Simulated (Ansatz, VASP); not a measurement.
## Zn: VASP beside Ansatz

```
Zn
1.0
     2.57097    0.00000    0.00000
    -1.28549    2.22653    0.00000
     0.00000    0.00000    4.73619
Zn
2
Cartesian
  0.0000 1.4844 1.1840
  1.2855 0.7422 3.5521
```

Alike in both runs: task single point; functional LDA; k mesh 14 × 14 × 7; occupations methfessel-paxton of order 1, width 1 eV; no spin polarisation.

|  | VASP | Ansatz |
| --- | --- | --- |
| version | VASP 6.6.1 | Ansatz 0.2.0 |
| potentials or method | VASP PAW LDA potentials, release 64 (Zn) | plane waves (420 eV) with PAW, scalar-relativistic |
| plane-wave cutoff (eV) | 520 | 420 |
| valence electrons in the cell | 24 | 24 |

VASP gave:

```
pressure (GPa)                                  : 0.7
largest component of the traceless stress (GPa) : 0.28
```

**Question.** Estimate Ansatz's values.

**Answer.** Pressure (GPa): 0.0; largest component of the traceless stress (GPa): 0.05.

Ansatz warned: «pseudo_functional_mismatch».
